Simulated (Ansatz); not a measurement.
Crystal: Hf.

```
Hf
1.0
    -1.80500    1.80500    1.80500
     1.80500   -1.80500    1.80500
     1.80500    1.80500   -1.80500
Hf
1
Direct
  0.00000 0.00000 0.00000
```

This isn't the form of Hf at room conditions, which is hcp.

* Program: Ansatz 0.2.0
* Task: relaxation of cell and atoms
* Functional: BLYP
* Dispersion: D4
* Potentials or basis: Ansatz PAW
* Cutoff: 420 eV (not typed: the program's choice for these potentials)
* k mesh: 10 × 10 × 10
* Occupations: fermi-dirac, width 0.05 eV
* Spin: no spin polarisation

At the start: volume 23.52 Å³/atom.

Problem. How do energy, volume and symmetry change on relaxing?

Solution. It ends after 5 steps and the volume is 22.25 Å³/atom (-5.4 %); space group Im-3m (No. 229, to 0.05 Å).

Step by step:
| step | energy change (eV) | largest force (eV/Å) | volume (Å³) |
| --- | --- | --- | --- |
| 1 | 0.0000 | 0.0000 | 23.52 |
| 2 | -0.0027 | 0.0000 | 21.13 |
| 3 | -0.0212 | 0.0000 | 22.32 |
| 4 | -0.0213 | 0.0000 | 22.25 |
| 5 | -0.0211 | 0.0000 | 22.25 |

Final structure:
```
CELL_PARAMETERS angstrom
-1.77177 1.77177 1.77177
1.77177 -1.77177 1.77177
1.77177 1.77177 -1.77177
ATOMIC_POSITIONS crystal
Hf 0.00000 0.00000 0.00000
```

Caveat: the plane-wave basis is chosen anew once the cell has moved, so the energies of steps on either side of that aren't comparable; pairwise dispersion overbinds metals, which lowers pressure and volume; the PAW data sets come from PBE, with cores solved anew for the run's functional, which leaves a small shift of forces and pressure.
